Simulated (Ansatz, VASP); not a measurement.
# Au: VASP beside Ansatz

```
Au
1.0
     0.00000    2.10246    2.10246
     2.10246    0.00000    2.10246
     2.10246    2.10246    0.00000
Au
1
Direct
  0.00000 0.00000 0.00000
```

Alike in both runs: task single point; functional r2SCAN; k mesh 18 × 18 × 18; occupations gaussian, width 0.1 eV; no spin polarisation.

|  | VASP | Ansatz |
| --- | --- | --- |
| version | VASP 6.6.1 | Ansatz 0.2.0 |
| potentials or method | VASP PAW PBE potentials, release 64 (Au) | scalar-relativistic, plane waves, PAW |
| plane-wave cutoff (eV) | 520 | 500 |
| valence electrons in the cell | 11 | 19 |

VASP gave:

```
gap on the k mesh at the Fermi level (eV) : none
pressure (GPa)                            : -7.4
```

**Question.** Which values does Ansatz return?

**Answer.** gap on the k mesh at the Fermi level (eV): none; pressure (GPa): -7.6.

A gap of «none» marks a metal or a gap that the smearing closes. The two sets of potentials don't hold the same shells in valence.

Caveats: the PAW data sets were made with another functional, which shifts forces and pressure a little (VASP). The runs have no spin-orbit coupling, so splittings on Au are missing.
